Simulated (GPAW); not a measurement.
**CdSe in GPAW: convergence with bands over the usual count**

Input of the first run (bands over the usual count 0.72); the others differ in this setting and in those tied to it:

run.py

```python
from ase import Atoms
from ase.dft.bandgap import bandgap
from ase.io import write
from ase.units import GPa
from gpaw import GPAW, PW

atoms = Atoms(['Cd', 'Se'],
              cell=[[0.0, 2.873958, 2.873958],
                    [2.873958, 0.0, 2.873958],
                    [2.873958, 2.873958, 0.0]],
              scaled_positions=[[0.0, 0.0, 0.0],
                                [0.5, 0.5, 0.5]],
              pbc=True)

calc = GPAW(mode=PW(600),
            xc='RPBE',
            kpts={'size': (8, 8, 8), 'gamma': True},
            occupations={'name': 'fermi-dirac', 'width': 0.05},
            nbands=13,
            convergence={'density': 1e-05, 'energy': 1e-05},
            maxiter=100,
            txt='gpaw.txt')
atoms.calc = calc
energy = atoms.get_potential_energy()
forces = atoms.get_forces()
stress = atoms.get_stress()
calc.write('gs.gpw')
write('result.traj', atoms)
print(f'Energy: {energy:.6f} eV')
print('Forces (eV/A):')
print(forces.round(4))
print('Stress (GPa):', (stress / GPa).round(3))
print('Fermi level:', round(calc.get_fermi_level(), 4), 'eV')
print(f'Gap: {bandgap(calc)[0]:.4f} eV, direct: {bandgap(calc, direct=True)[0]:.4f} eV')
```

Potentials or basis: the program's PAW data sets (release 1.2.1) made for this functional, pw.

Launch:

```sh
$ OMP_NUM_THREADS=1 python run.py
```

Measurements of this composition are mostly on another form, of space group No. 186.

Hardware: 1 thread of Intel(R) Xeon(R) Platinum 8488C (Sapphire Rapids), with other jobs on the host.

```csv
bands over the usual count,"energy less the tightest run, at zero smearing (meV/atom)",SCF cycles,CPU time (s),peak memory (GiB)
0.72,0.00,9,11,0.16
0.8,0.00,9,11,0.16
0.9,0.00,9,12,0.16
1,0.00,9,13,0.16
1.3,0.00,9,16,0.16
1.7,0.00,9,19,0.17
2.5,0.00,9,29,0.18
```

Against the tightest run, the energy stays within 1 meV/atom from 0.72 on. The tightest run that finished is the yardstick and may itself not be fully converged.
